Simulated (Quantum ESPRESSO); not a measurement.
# WC (Fm-3m) in Quantum ESPRESSO: further runs, part 2 of 4

Quantum ESPRESSO 7.5. The steps go on from the part before.

## (3) Projected density of states, PBEsol+U

pw.in reads:

```
&CONTROL
  calculation = 'scf'
  prefix = 'pwscf'
  outdir = './tmp'
  pseudo_dir = './pseudo'
  tprnfor = .true.
  tstress = .true.
  disk_io = 'low'
/
&SYSTEM
  ibrav = 0
  nat = 2
  ntyp = 2
  ecutwfc = 56
  ecutrho = 448
  nbnd = 18
  occupations = 'smearing'
  smearing = 'fd'
  degauss = 0.00367493
/
&ELECTRONS
  conv_thr = 4d-10
  electron_maxstep = 120
  mixing_beta = 0.3
/
ATOMIC_SPECIES
W    183.8400 w_pbesol_v1.2.uspp.F.UPF
C     12.0110 c_pbesol_v1.2.uspp.F.UPF
CELL_PARAMETERS angstrom
   0.0000000000    2.1926840000    2.1926840000
   2.1926840000    0.0000000000    2.1926840000
   2.1926840000    2.1926840000    0.0000000000
ATOMIC_POSITIONS angstrom
W      0.0000000000    0.0000000000    0.0000000000
C      2.1926840000    2.1926840000    2.1926840000
K_POINTS automatic
10 10 10 0 0 0
HUBBARD {ortho-atomic}
U W-5d 4.0
```

nscf.in reads:

```
&CONTROL
  calculation = 'nscf'
  prefix = 'pwscf'
  outdir = './tmp'
  pseudo_dir = './pseudo'
  disk_io = 'low'
/
&SYSTEM
  ibrav = 0
  nat = 2
  ntyp = 2
  ecutwfc = 56
  ecutrho = 448
  nbnd = 18
  occupations = 'tetrahedra_opt'
/
&ELECTRONS
  conv_thr = 1d-08
  electron_maxstep = 120
  mixing_beta = 0.3
  startingwfc = 'random'
/
ATOMIC_SPECIES
W    183.8400 w_pbesol_v1.2.uspp.F.UPF
C     12.0110 c_pbesol_v1.2.uspp.F.UPF
CELL_PARAMETERS angstrom
   0.0000000000    2.1926840000    2.1926840000
   2.1926840000    0.0000000000    2.1926840000
   2.1926840000    2.1926840000    0.0000000000
ATOMIC_POSITIONS angstrom
W      0.0000000000    0.0000000000    0.0000000000
C      2.1926840000    2.1926840000    2.1926840000
K_POINTS automatic
15 15 15 0 0 0
HUBBARD {ortho-atomic}
U W-5d 4.0
```

projwfc.in reads:

```
&PROJWFC
  prefix = 'pwscf'
  outdir = './tmp'
  filpdos = 'p'
  Emin = 7
  Emax = 32
  DeltaE = 0.05
/
```

Potentials or basis: GBRV 1.5 PBEsol.

Launch:

```console
$ OMP_NUM_THREADS=1 mpirun -n 2 pw.x -nk 2 -in pw.in > pw.out
$ OMP_NUM_THREADS=1 mpirun -n 2 pw.x -nk 2 -in nscf.in > nscf.out
$ OMP_NUM_THREADS=1 mpirun -n 1 projwfc.x -in projwfc.in > projwfc.out
```

pw.out:

```text
This program is part of the open-source Quantum ESPRESSO suite
     for quantum simulation of materials; please cite
[... 6 lines left out ...]
     using ibrav=0 with symmetry is DISCOURAGED, use correct ibrav instead

     K-points division:     npool     =       2
     Subspace diagonalization in iterative solution of the eigenvalue problem:
     a serial algorithm will be used

     G-vector sticks info
     --------------------
     sticks:   dense  smooth     PW     G-vecs:    dense   smooth      PW
     Sum        1069     517    163                22899     7991    1459

     Using Slab Decomposition

     bravais-lattice index     =            0
     lattice parameter (alat)  =       5.8599  a.u.
     unit-cell volume          =     142.2836 (a.u.)^3
     number of atoms/cell      =            2
     number of atomic types    =            2
     number of electrons       =        18.00
     number of Kohn-Sham states=           18
     kinetic-energy cutoff     =      56.0000  Ry
     charge density cutoff     =     448.0000  Ry
     scf convergence threshold =      4.0E-10
     mixing beta               =       0.3000
     number of iterations used =            8  plain     mixing
     Exchange-correlation= SLA  PW   PSX  PSC
                           (   1   4  10   8   0   0   0)
     Hubbard projectors: ortho-atomic
     Hubbard parameters of DFT+U (Dudarev formulation) in eV:
     U(W-5d) =  4.0000

     Internal variables: lda_plus_u =T, lda_plus_u_kind = 0

     Internal variables: orbital_resolved =F, hub_pot_fix =F, apply_U = F

     celldm(1)=   5.859896  celldm(2)=   0.000000  celldm(3)=   0.000000
     celldm(4)=   0.000000  celldm(5)=   0.000000  celldm(6)=   0.000000

     crystal axes: (cart. coord. in units of alat)
               a(1) = (   0.000000   0.707107   0.707107 )
               a(2) = (   0.707107   0.000000   0.707107 )
               a(3) = (   0.707107   0.707107   0.000000 )

     reciprocal axes: (cart. coord. in units 2 pi/alat)
               b(1) = ( -0.707107  0.707107  0.707107 )
               b(2) = (  0.707107 -0.707107  0.707107 )
               b(3) = (  0.707107  0.707107 -0.707107 )

     PseudoPot. # 1 for W  read from file:
     w_pbesol_v1.2.uspp.F.UPF
     Pseudo is Ultrasoft + core correction, Zval = 14.0
     Generated by new atomic code, or converted to UPF format
     Using radial grid of  923 points,  8 beta functions with:
[... 122 lines left out ...]

     iteration #  1     ecut=    56.00 Ry     beta= 0.30
     Davidson diagonalization with overlap
     ethr =  1.00E-02,  avg # of iterations =  4.1

     =================== HUBBARD OCCUPATIONS ===================
     ------------------------ ATOM    1 ------------------------
     Tr[ns(  1)] =   3.73549
     eigenvalues:
       0.330  0.330  0.402  0.402  0.402
     eigenvectors (columns):
       0.092 -0.996 -0.000  0.000 -0.000
       0.000 -0.000  0.264 -0.964 -0.022
       0.000 -0.000  0.597  0.181 -0.781
      -0.996 -0.092  0.000 -0.000  0.000
      -0.000  0.000 -0.757 -0.193 -0.624
     occupation matrix ns (before diag.):
[... 94 lines left out ...]
     iteration # 11     ecut=    56.00 Ry     beta= 0.30
     Davidson diagonalization with overlap
     ethr =  2.87E-12,  avg # of iterations =  4.1

     negative rho (up, down):  6.543E-02 0.000E+00

     End of self-consistent calculation

     =================== HUBBARD OCCUPATIONS ===================
     ------------------------ ATOM    1 ------------------------
     Tr[ns(  1)] =   4.56414
     eigenvalues:
       0.435  0.435  0.471  0.471  0.471
     eigenvectors (columns):
       0.066 -0.998 -0.000  0.000 -0.000
       0.000 -0.000  0.258 -0.956 -0.142
       0.000 -0.000  0.636  0.279 -0.719
      -0.998 -0.066  0.000 -0.000  0.000
      -0.000  0.000 -0.727 -0.095 -0.680
     occupation matrix ns (before diag.):
       0.435 -0.000 -0.000  0.000  0.000
      -0.000  0.471 -0.000  0.000  0.000
      -0.000 -0.000  0.471  0.000  0.000
       0.000  0.000  0.000  0.435 -0.000
       0.000  0.000  0.000 -0.000  0.471

     Number of occupied Hubbard levels =    4.5641

          k = 0.0000 0.0000 0.0000 (   965 PWs)   bands (ev):

   -53.7887 -17.7761 -17.7761 -17.7761   5.9189  18.9951  18.9951  18.9951
    20.7131  20.7131  20.7131  20.9221  20.9221  28.2047  31.2933  44.8316
    44.8316  44.8316

          k = 0.0707 0.0707-0.0707 (   980 PWs)   bands (ev):
[... 175 lines left out ...]
   -53.7379 -18.3032 -17.9847 -17.9847   8.3060  15.9774  16.1078  19.2498
    19.2498  22.7371  24.0175  24.0175  27.1166  29.0104  33.5033  39.4475
    39.4475  40.2026

          k = 0.2828 0.1414 0.0000 (  1000 PWs)   bands (ev):

   -53.7685 -18.0350 -17.8722 -17.8180   7.5613  15.2888  16.8716  17.1700
    19.4394  21.7609  22.9844  23.7978  27.0606  31.0212  34.4294  36.2573
    39.7890  40.4138

          k = 0.3536 0.2121-0.0707 (  1008 PWs)   bands (ev):
[... 85 lines left out ...]
   -53.7392 -18.1940 -18.0956 -17.9886   9.1002  15.6483  15.7409  15.7604
    21.4215  22.9537  24.0259  25.0662  26.7942  32.7457  33.8285  35.2973
    38.0279  41.3846

     the Fermi energy is    21.8169 ev

!    total energy              =    -170.12407033 Ry
     estimated scf accuracy    <          6.7E-11 Ry
     smearing contrib. (-TS)   =      -0.00051281 Ry
     internal energy E=F+TS    =    -170.12355752 Ry

     The total energy is F=E-TS. E is the sum of the following terms:
     one-electron contribution =     -10.56144629 Ry
     hartree contribution      =      16.73895152 Ry
     xc contribution           =     -44.64867087 Ry
     ewald contribution        =    -132.01662479 Ry
     Hubbard energy            =       0.36423290 Ry

     convergence has been achieved in  11 iterations

     negative rho (up, down):  6.543E-02 0.000E+00

     Forces acting on atoms (cartesian axes, Ry/au):

     atom    1 type  1   force =     0.00000000   -0.00000000   -0.00000000
     atom    2 type  2   force =     0.00000000   -0.00000000   -0.00000000

     Total force =     0.000000     Total SCF correction =     0.000000

     Computing stress (Cartesian axis) and pressure

     negative rho (up, down):  6.543E-02 0.000E+00
          total   stress  (Ry/bohr**3)                   (kbar)     P=      -86.23
  -0.00058617   0.00000000   0.00000000          -86.23        0.00        0.00
   0.00000000  -0.00058617   0.00000000            0.00      -86.23        0.00
   0.00000000   0.00000000  -0.00058617            0.00        0.00      -86.23

=------------------------------------------------------------------------------=
   JOB DONE.
=------------------------------------------------------------------------------=
```

nscf.out:

```text
This program is part of the open-source Quantum ESPRESSO suite
     for quantum simulation of materials; please cite
         "P. Giannozzi et al., J. Phys.:Condens. Matter 21 395502 (2009);
         "P. Giannozzi et al., J. Phys.:Condens. Matter 29 465901 (2017);
         "P. Giannozzi et al., J. Chem. Phys. 152 154105 (2020);
     in publications or presentations arising from this work. More details at

[... 133 lines left out ...]

     Number of k-points >= 100: set verbosity='high' to print the bands.

     the Fermi energy is    21.7473 ev
     (compare with:    21.8169 eV, computed in scf)

=------------------------------------------------------------------------------=
   JOB DONE.
=------------------------------------------------------------------------------=
```

projwfc.out:

```text
This program is part of the open-source Quantum ESPRESSO suite
     for quantum simulation of materials; please cite
         "P. Giannozzi et al., J. Phys.:Condens. Matter 21 395502 (2009);
         "P. Giannozzi et al., J. Phys.:Condens. Matter 29 465901 (2017);
[... 61 lines left out ...]
     Atom #   2: total charge =   4.2326, p =  3.2272, pz=  1.0757, px=  1.0757, py=  1.0757,
     Atom #   2: total charge =   4.2326, d =  0.0000, dz2=  0.0000, dxz=  0.0000, dyz=  0.0000, dx2-y2=  0.0000, dxy=  0.0000,
     Spilling Parameter:   0.0018

=------------------------------------------------------------------------------=
   JOB DONE.
=------------------------------------------------------------------------------=
```

It took 34 s on 2 MPI ranks of Arm Neoverse V1, shared host; peak memory 0.28 GiB.

What came out:

```
Free energy            : -2314.6559 eV
Pressure               : -8.6 GPa
Band gap on the k mesh : none (metal or under the smearing width)
Loewdin charges        : W +0.26; C -0.23 e
```

Levels at points of the mesh, in eV from the Fermi level:
```tsv
k point	band 6	band 7	band 8	band 9	band 10	band 11	band 12	band 13
(0.00, 0.00, 0.00)	-2.82	-2.82	-2.82	-1.10	-1.10	-1.10	-0.89	-0.89
(0.00, 0.00, -0.50)	-9.90	-6.58	-6.58	0.99	0.99	2.23	4.77	8.78
(0.00, -0.50, -0.50)	-5.84	-5.71	-2.57	-2.57	0.92	2.20	2.20	5.30
```

States per cell in windows of 1 eV (zero at the Fermi level; states under -8 eV left out):
```tsv
from (eV)	total	W#1 d wfc3	C#2 p wfc2	C#2 s wfc1	W#1 p wfc5	W#1 s wfc4	W#1 p wfc2
-8.0	0.77	0.28	0.34	0.03	0.05	0.05	0.01
-7.0	1.50	0.67	0.64	0.02	0.13	0.02	0.02
-6.0	2.05	1.07	0.83	0.01	0.11	0.01	0.02
-5.0	0.65	0.33	0.29	0.00	0.02	0.00	0.00
-4.0	0.34	0.16	0.16	0.00	0.01	0.00	0.00
-3.0	0.50	0.27	0.19	0.00	0.02	0.00	0.00
-2.0	0.65	0.45	0.16	0.01	0.01	0.01	0.00
-1.0	0.85	0.64	0.16	0.01	0.01	0.01	0.00
0.0	1.30	1.04	0.20	0.03	0.01	0.01	0.00
1.0	1.61	1.26	0.26	0.03	0.01	0.03	0.00
2.0	1.58	1.15	0.34	0.02	0.01	0.05	0.00
3.0	0.56	0.30	0.15	0.04	0.02	0.05	0.00
4.0	0.53	0.26	0.14	0.05	0.02	0.05	0.00
5.0	0.84	0.35	0.15	0.16	0.07	0.08	0.00
6.0	0.98	0.35	0.19	0.24	0.12	0.04	0.00
7.0	0.61	0.16	0.15	0.11	0.10	0.06	0.00
```

Eigenvalues of the final occupation matrices:
```csv
site,spin,trace,eigenvalues
W 1 5d,each,2.28,0.43 0.43 0.47 0.47 0.47
```

Caveat: U without spin polarisation on a metal has little footing; the U is typed as a test and isn't derived for this compound.

[end of part 2 of 4]
